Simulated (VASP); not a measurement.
Write the native input for VASP 6.6.1 that does the following.

| Item | Value |
| --- | --- |
| Task | single point |
| Functional | PBE |
| Potentials or basis | VASP PAW PBE potentials, release 64 (Si, C) |
| Cutoff | 520 eV |
| k mesh | 10 × 10 × 10 |
| Occupations | gaussian, width 0.028 eV |
| Spin | no spin polarisation |
| Further INCAR settings | ALGO = Normal; EDIFF = 1e-06 |

The structure of SiC (Moissanite 3C) lies in POSCAR:

```
SiC
1.0
    0.0000000000      2.1790000000      2.1790000000
    2.1790000000      0.0000000000      2.1790000000
    2.1790000000      2.1790000000      0.0000000000
Si C
1 1
Direct
    0.0000000000      0.0000000000      0.0000000000
    0.7500000000      0.7500000000      0.7500000000
```

One way to write it, as run:

INCAR

```
SYSTEM = SiC
  PREC = Accurate
  ENCUT = 520
  EDIFF = 1E-6
  ISMEAR = 0
  SIGMA = 0.028000000000000004
  LREAL = .False.
  LASPH = .True.
  NELM = 80
  ALGO = Normal
  ISIF = 2
  LWAVE = .False.
  LCHARG = .False.
  GGA = PE
```

KPOINTS

```
Automatic mesh
0
Gamma
  10 10 10
  0 0 0
```

Potentials or basis: VASP PAW PBE potentials, release 64 (Si, C).

Launch:

```console
$ cat potpaw_PBE.64/Si/POTCAR potpaw_PBE.64/C/POTCAR > POTCAR
$ mpirun -np 1 vasp_std > vasp.out
```

It gave:

* Pressure: 3.2 GPa
* Band gap on the k mesh: 1.36 eV, indirect (least direct gap 4.54 eV)

It took 12 s on 1 thread of Intel(R) Xeon(R) Platinum 8259CL CPU @ 2.50GHz (Skylake/Cascade Lake), on a shared host, peak memory 0.13 GiB.
